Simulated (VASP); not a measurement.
# PbSe (Clausthalite) (Fm-3m) in VASP: notebook

Aim: see how the results for PbSe (Clausthalite) move with the level of theory and the settings. Levels: BLYP+D4, SVWN5, LDA, PBE exchange alone. Tasks: single point.

All numbers are computed with VASP 6.6.1; they aren't measurements. Logs are shortened: lines on timing, memory, paths and dates and some standing lists are left out, and cuts for length are marked.

**Experimental background.**

From a printed reference work, monograph, for a bulk crystal of PbSe at 300 K: band gap 0.28 eV (direct).

How close the calculation comes is told below.

### 1 The cell of the first run

It takes space group Fm-3m (No. 225, cubic). The conventional cell has a = 6.080 Å, b = 6.080 Å, c = 6.080 Å, α = 90.00°, β = 90.00°, γ = 90.00°. Pb (site symmetry m-3m) has 6 Se at 3.04 Å within 4.0 Å. Within 4.0 Å of Se (site symmetry m-3m) lie 6 Pb at 3.04 Å.

### 2 Single point, BLYP+D4

Contents of INCAR:

```
SYSTEM = PbSe
AGGAC    = 1.0          
AGGAX    = 1.0          
ALDAC    = 0.0          
ALDAX    = 1.0          
ALGO     = Normal         ! electronic algorithm
EDIFF    = 1E-6           ! SCF threshold, eV
ENCUT    = 520            ! plane-wave cutoff, eV
GGA      = B5             ! functional
ISIF     = 2              ! what is computed and relaxed
ISMEAR   = -1             ! smearing method
IVDW     = 13             ! dispersion correction
LASPH    = .TRUE.         ! aspherical terms in the spheres
LCHARG   = .FALSE.        ! write CHGCAR
LREAL    = .FALSE.        ! projectors in reciprocal space
LWAVE    = .FALSE.        ! write WAVECAR
NBANDS   = 17             ! bands
NELM     = 80             ! most SCF steps
PREC     = Accurate       ! precision mode
SIGMA    = 0.05           ! smearing width, eV
VDW_A1   = 0.44488865   
VDW_A2   = 4.0933009    
VDW_S6   = 1.0          
VDW_S8   = 2.34076671
```

Contents of KPOINTS:

```
k-points
0
G
  8 8 8
  0 0 0
```

Contents of POSCAR:

```
PbSe
1.0
    0.0000000000      3.0401081059      3.0401081059
    3.0401081059      0.0000000000      3.0401081059
    3.0401081059      3.0401081059      0.0000000000
Pb Se
1 1
Direct
    0.0000000000      0.0000000000      0.0000000000
    0.5000000000      0.5000000000      0.5000000000
```

Potentials or basis: VASP PAW PBE potentials, release 64 (Pb_d, Se).

Launch:

```sh
> cat potpaw_PBE.64/Pb_d/POTCAR potpaw_PBE.64/Se/POTCAR > POTCAR
> mpirun -np 1 vasp_std > vasp.out
```

OUTCAR:

```text
SYSTEM = PbSe
   EDIFF = 1E-6
   ENCUT = 520
   GGA = B5
   ISIF = 2
   ISMEAR = -1
   IVDW = 13
   LASPH = .TRUE.
   LREAL = .FALSE.
   NELM = 80
   PREC = Accurate

 ion  position               nearest neighbor table
   1  0.000  0.000  0.000-   2 3.04   2 3.04   2 3.04   2 3.04   2 3.04   2 3.04
   2  0.500  0.500  0.500-   1 3.04   1 3.04   1 3.04   1 3.04   1 3.04   1 3.04

  LATTYP: Found a face centered cubic cell.
 ALAT       =     6.0802162118

  Lattice vectors:

 A1 = (   0.0000000000,   3.0401081059,   3.0401081059)
 A2 = (   3.0401081059,   0.0000000000,   3.0401081059)
 A3 = (   3.0401081059,   3.0401081059,   0.0000000000)

Analysis of symmetry for initial positions (statically):
=====================================================================
 Subroutine PRICEL returns:
 Original cell was already a primitive cell.

 Routine SETGRP: Setting up the symmetry group for a
 face centered cubic supercell.

 Subroutine GETGRP returns: Found 48 space group operations
 (whereof 48 operations were pure point group operations)
 out of a pool of 48 trial point group operations.

The static configuration has the point symmetry O_h .

Analysis of symmetry for dynamics (positions and initial velocities):
=====================================================================
 Subroutine PRICEL returns:
 Original cell was already a primitive cell.

 Routine SETGRP: Setting up the symmetry group for a
 face centered cubic supercell.

 Subroutine GETGRP returns: Found 48 space group operations
 (whereof 48 operations were pure point group operations)
 out of a pool of 48 trial point group operations.

The dynamic configuration has the point symmetry O_h .

 Subroutine INISYM returns: Found 48 space group operations
 (whereof 48 operations are pure point group operations),
 and found     1 'primitive' translations

----------------------------------------------------------------------------------------

                                     Primitive cell

  volume of cell :      56.1949

  direct lattice vectors                    reciprocal lattice vectors
     0.000000000  3.040108106  3.040108106    -0.164467836  0.164467836  0.164467836
     3.040108106  0.000000000  3.040108106     0.164467836 -0.164467836  0.164467836
     3.040108106  3.040108106  0.000000000     0.164467836  0.164467836 -0.164467836

  length of vectors
     4.299362114  4.299362114  4.299362114     0.284866647  0.284866647  0.284866647

  position of ions in fractional coordinates (direct lattice)
     0.000000000  0.000000000  0.000000000
     0.500000000  0.500000000  0.500000000

  ion indices of the primitive-cell ions
   primitive index   ion index
                 1           1
                 2           2

----------------------------------------------------------------------------------------

 KPOINTS: k-points

Automatic generation of k-mesh.
 Grid dimensions read from file:
 generate k-points for:    8    8    8

 Generating k-lattice:

  Cartesian coordinates                     Fractional coordinates (reciprocal lattice)
    -0.020558479  0.020558479  0.020558479     0.125000000  0.000000000  0.000000000
     0.020558479 -0.020558479  0.020558479     0.000000000  0.125000000  0.000000000
     0.020558479  0.020558479 -0.020558479     0.000000000  0.000000000  0.125000000

  Length of vectors
     0.035608331  0.035608331  0.035608331

  Shift w.r.t. Gamma in fractional coordinates (k-lattice)
     0.000000000  0.000000000  0.000000000

 Subroutine IBZKPT returns following result:
 ===========================================

 Found     29 irreducible k-points:

 Following reciprocal coordinates:
            Coordinates               Weight
  0.000000  0.000000  0.000000      1.000000
  0.125000  0.000000  0.000000      8.000000
  0.250000  0.000000  0.000000      8.000000
  0.375000  0.000000  0.000000      8.000000
  0.500000  0.000000  0.000000      4.000000
  0.125000  0.125000  0.000000      6.000000
[... 16 lines left out ...]
  0.500000  0.250000  0.125000     48.000000
 -0.375000  0.250000  0.125000     24.000000
 [... further k-points ...]
   k-points           NKPTS =     29   k-points in BZ     NKDIM =     29   number of bands    NBANDS=     17
   number of dos      NEDOS =    301   number of ions     NIONS =      2
   total plane-waves  NPLWV =  32768
   dimension x,y,z NGX =    32 NGY =   32 NGZ =   32
   dimension x,y,z NGXF=    64 NGYF=   64 NGZF=   64
   ions per type =               1   1
   NGX,Y,Z   is equivalent  to a cutoff of  12.37, 12.37, 12.37 a.u.
   NGXF,Y,Z  is equivalent  to a cutoff of  24.75, 24.75, 24.75 a.u.
 SYSTEM =  PbSe
   PREC   = accura    normal or accurate (medium, high low for compatibility)
   ISTART =      0    job   : 0-new  1-cont  2-samecut
   ICHARG =      2    charge: 1-file 2-atom 10-const
   ISPIN  =      1    spin polarized calculation?
   LNONCOLLINEAR =      F non collinear calculations
   LSORBIT =      F    spin-orbit coupling
   LASPH  =      T    aspherical Exc in radial PAW
   ENCUT  =  520.0 eV  38.22 Ry    6.18 a.u.   7.99  7.99  7.99*2*pi/ulx,y,z
   NELM   =     80;   NELMIN=  2; NELMDL= -5     # of ELM steps
   EDIFF  = 0.1E-05   stopping-criterion for ELM
   LREAL  =      F    real-space projection
   EDIFFG = 0.1E-04   stopping-criterion for IOM
   NSW    =      0    number of steps for IOM
   IBRION =     -1    ionic relax: 0-MD 1-quasi-New 2-CG
   NFREE  =      0    steps in history (QN), initial steepest desc. (CG)
   ISIF   =      2    stress and relaxation
   ISYM   =      2    0-nonsym 1-usesym 2-fastsym
   POTIM  = 0.5000    time-step for ionic-motion
   TEBEG  =    0.0;   TEEND  =   0.0 temperature during run
   PSTRESS=    0.0 pullay stress
   NELECT =      20.0000    total number of electrons
   NUPDOWN=      -1.0000    fix difference up-down
   EMIN   =  10.00;   EMAX   =-10.00  energy-range for DOS
   EFERMI =   0.00;   METHOD = LEGACY
   ISMEAR =    -1;   SIGMA  =   0.05  broadening in eV -4-tet -1-fermi 0-gaus
   EFERMI_NEDOS =   21; number of points for ismear=-14 and -15
   IALGO  =     38    algorithm
   IMIX   =      4    mixing-type and parameters
     AMIX     =   0.40;   BMIX     =  1.00
     AMIX_MAG =   1.60;   BMIX_MAG =  1.00
  volume/ion in A,a.u.               =      28.10       189.61
  Fermi-wavevector in a.u.,A,eV,Ry     =   1.160163  2.192391 18.313156  1.345979
  Thomas-Fermi vector in A             =   2.296749
   LORBIT       =      0    0 simple, 1 ext, 2 COOP (PROOUT), +10 PAW based schemes
   GGA     = B5    functional components
   LHFCALC =     F    Hartree Fock is set to
   AEXX    =    0.0000 exact exchange contribution
   IVDW    =    13    specifies the selected vdW correction
   LEPSILON=     F    determine dielectric tensor
   LRPA    =     F    only Hartree local field effects (RPA)
 non-spin polarized calculation
  energy-cutoff  :      520.00
  volume of cell :       56.19
 maximum number of plane-waves:      1540
   NGX = 15   NGY = 15   NGZ = 15

 number of electron      20.0000005 magnetization

 Free energy of the ion-electron system (eV)
  ---------------------------------------------------
  ext. energy  EPLUGINS =         0.00000000
  ---------------------------------------------------
  free energy    TOTEN  =        -6.97998433 eV

  energy without entropy =       -6.97974635  energy(sigma->0) =       -6.97986534

 E-fermi :   5.9410     XC(G=0):  -9.0379

 val. band max:        5.7753432754   @ k =   0.5000   0.0000   0.0000
 cond. band min:       6.1066223445   @ k =   0.5000   0.0000   0.0000
 fundamental gap:      0.3312790692
 Fermi energy:         5.9409965578

 k-point     1 :       0.0000    0.0000    0.0000
  band No.  band energies     occupation
      1     -11.1223      2.00000
      2     -11.1223      2.00000
      3     -11.1214      2.00000
      4     -11.1214      2.00000
      5     -11.1214      2.00000
      6      -8.0049      2.00000
[... 9 lines left out ...]
     16      12.4477      0.00000
     17      14.2884      0.00000

 k-point     2 :       0.1250    0.0000    0.0000
  band No.  band energies     occupation
      1     -11.1261      2.00000
      2     -11.1261      2.00000
      3     -11.1208      2.00000
      4     -11.1164      2.00000
      5     -11.1164      2.00000
      6      -7.8831      2.00000
[... 9 lines left out ...]
     16      12.7861      0.00000
     17      15.4174      0.00000

 k-point     3 :       0.2500    0.0000    0.0000
  band No.  band energies     occupation
      1     -11.1356      2.00000
      2     -11.1356      2.00000
      3     -11.1196      2.00000
      4     -11.1040      2.00000
      5     -11.1040      2.00000
      6      -7.5478      2.00000
[... 9 lines left out ...]
     16      13.6468      0.00000
     17      17.3666      0.00000

 k-point     4 :       0.3750    0.0000    0.0000
  band No.  band energies     occupation
      1     -11.1451      2.00000
      2     -11.1451      2.00000
      3     -11.1187      2.00000
      4     -11.0914      2.00000
      5     -11.0914      2.00000
      6      -7.1216      2.00000
[... 9 lines left out ...]
     16      14.9309      0.00000
     17      17.5353      0.00000
[... 343 lines left out ...]
      1     -11.1667      2.00000
      2     -11.1253      2.00000
      3     -11.1240      2.00000
      4     -11.0986      2.00000
      5     -11.0947      2.00000
      6      -7.2582      2.00000
[... 9 lines left out ...]
     16      15.5690      0.00000
     17      15.9704      0.00000

 k-point    23 :       0.5000    0.2500    0.1250
  band No.  band energies     occupation
      1     -11.1807      2.00000
      2     -11.1321      2.00000
      3     -11.1171      2.00000
      4     -11.0957      2.00000
      5     -11.0875      2.00000
      6      -6.8805      2.00000
[... 9 lines left out ...]
     16      15.9096      0.00000
     17      17.0466      0.00000

 k-point    24 :      -0.3750    0.2500    0.1250
  band No.  band energies     occupation
      1     -11.1858      2.00000
      2     -11.1355      2.00000
      3     -11.1102      2.00000
      4     -11.0994      2.00000
      5     -11.0834      2.00000
      6      -6.6940      2.00000
[... 9 lines left out ...]
     16      16.7533      0.00000
     17      16.9537      0.00000

 [... further k-points ...]

------------------------ aborting loop because EDIFF is reached ----------------------------------------

  DFT-D4 for vdW energy calculation

  Edisp (eV):   -1.52215

  FORCE on cell =-STRESS in cart. coord.  units (eV):
  Direction    XX          YY          ZZ          XY          YZ          ZX
  --------------------------------------------------------------------------------------
  -------------------------------------------------------------------------------------
  Total       1.10437     1.10437     1.10437     0.00000     0.00000     0.00000
  in kB      31.48663    31.48663    31.48663     0.00000     0.00000     0.00000
  external pressure =       31.49 kB  Pullay stress =        0.00 kB

 VOLUME and BASIS-vectors are now :
 -----------------------------------------------------------------------------
  energy-cutoff  :      520.00
  volume of cell :       56.19
      direct lattice vectors                 reciprocal lattice vectors
     0.000000000  3.040108106  3.040108106    -0.164467836  0.164467836  0.164467836
     3.040108106  0.000000000  3.040108106     0.164467836 -0.164467836  0.164467836
     3.040108106  3.040108106  0.000000000     0.164467836  0.164467836 -0.164467836

 POSITION                                       TOTAL-FORCE (eV/Angst)
 -----------------------------------------------------------------------------------
      0.00000      0.00000      0.00000         0.000000     -0.000000      0.000000
      3.04011      3.04011      3.04011        -0.000000      0.000000      0.000000
 -----------------------------------------------------------------------------------
    total drift:                                0.000000     -0.000000     -0.000000

  FREE ENERGIE OF THE ION-ELECTRON SYSTEM (eV)
  ---------------------------------------------------
  free  energy   TOTEN  =        -8.5021350097 eV

  energy  without entropy=       -8.5018970264  energy(sigma->0) =       -8.50201602
```

Wall time 27 s (1 thread of Intel Xeon Platinum 8259CL at 2.50GHz (Skylake/Cascade Lake), shared host); peak memory 0.19 GiB.

What came out:

| Quantity | Value |
| --- | --- |
| Free energy | -8.5021 eV |
| Pressure | 3.1 GPa |
| Band gap on the k mesh | 0.33 eV, direct |
| Dispersion energy per atom | -0.761 eV |

Caveat: the PAW data sets were made with another functional, which shifts forces and pressure a little; spin-orbit coupling is left out, which moves the levels of the heavy elements. A k mesh can miss the band edges.

### 3 Single point, SVWN5

This run uses another cell than the first one, of 27.51 Å³/atom, 0.979 times its volume.

Contents of INCAR:

```
  PREC = Accurate
  ENCUT = 520
  EDIFF = 1E-6
  ISMEAR = -1
  SIGMA = 0.05
  LREAL = F
  LASPH = T
  NELM = 100
  ALGO = Normal
  ISIF = 2
  LWAVE = F
  LCHARG = F
  GGA = VW
  NBANDS = 17
```

Contents of KPOINTS:

```
regular mesh
0
Gamma
  8 8 8
```

Contents of POSCAR:

```
PbSe
1.0
    0.0000000000      3.0189521292      3.0189521292
    3.0189521292      0.0000000000      3.0189521292
    3.0189521292      3.0189521292      0.0000000000
Pb Se
1 1
Direct
    0.0000000000      0.0000000000      0.0000000000
    0.5000000000      0.5000000000      0.5000000000
```

Potentials or basis: VASP PAW PBE potentials, release 64 (Pb_d, Se).

Launch:

```sh
> cat potpaw_PBE.64/Pb_d/POTCAR potpaw_PBE.64/Se/POTCAR > POTCAR
> mpirun -np 1 vasp_std > vasp.out
```

It took 15 s on 1 thread of Intel Xeon Platinum 8259CL at 2.50GHz (Skylake/Cascade Lake), shared host; peak memory 0.17 GiB.

The run converged. Its results:

* Free energy: -9.4614 eV
* Pressure: 0.1 GPa
* Band gap on the k mesh: 0.05 eV, direct

Levels at points of the mesh, in eV from the valence-band top:
```tsv
k point	band 8	band 9	band 10	band 11	band 12	band 13
(0.00, 0.00, 0.00)	-2.06	-2.06	-2.06	4.67	4.67	4.67
(0.50, 0.00, 0.00)	-1.60	-1.60	0.00	0.05	1.50	1.50
(0.50, 0.50, 0.00)	-5.37	-3.51	-3.51	3.45	5.65	5.65
```

Caveat: the PAW data sets were made with another functional, which shifts forces and pressure a little; spin-orbit coupling is left out, which moves the levels of the heavy elements.

### 4 Single point, LDA

This run uses another cell than the first one, of 27.52 Å³/atom, 0.980 times its volume.

Contents of INCAR:

```
PREC = Accurate
ENCUT = 520
EDIFF = 1E-6
ISMEAR = -1
SIGMA = 0.05
LREAL = F
LASPH = T
NELM = 80
ALGO = Normal
ISIF = 2
LWAVE = F
LCHARG = F
GGA = CA
NBANDS = 17
```

Contents of KPOINTS:

```
Automatic mesh
0
Gamma
  8 8 8
```

Contents of POSCAR:

```
PbSe
1.0
    0.0000000000      3.0192847941      3.0192847941
    3.0192847941      0.0000000000      3.0192847941
    3.0192847941      3.0192847941      0.0000000000
Pb Se
1 1
Direct
    0.0000000000      0.0000000000      0.0000000000
    0.5000000000      0.5000000000      0.5000000000
```

Potentials or basis: VASP PAW LDA potentials, release 64 (Pb_d, Se).

Launch:

```sh
> cat potpaw_LDA.64/Pb_d/POTCAR potpaw_LDA.64/Se/POTCAR > POTCAR
> mpirun -np 1 vasp_std > vasp.out
```

Wall time 16 s (1 thread of Intel Xeon Platinum 8259CL at 2.50GHz (Skylake/Cascade Lake), shared host); peak memory 0.17 GiB.

The run converged. Its results:

- Free energy: -9.4590 eV
- Pressure: 0.1 GPa
- Band gap on the k mesh: 0.02 eV, direct

Levels at points of the mesh, in eV from the valence-band top:
| k point | band 8 | band 9 | band 10 | band 11 | band 12 | band 13 |
| --- | --- | --- | --- | --- | --- | --- |
| (0.00, 0.00, 0.00) | -2.10 | -2.10 | -2.10 | 4.65 | 4.65 | 4.65 |
| (0.50, 0.00, 0.00) | -1.64 | -1.64 | 0.00 | 0.02 | 1.48 | 1.48 |
| (0.50, 0.50, 0.00) | -5.41 | -3.55 | -3.55 | 3.40 | 5.63 | 5.63 |

Caveat: spin-orbit coupling is left out, which moves the levels of the heavy elements.

(Part 1 of 2 ends here.)
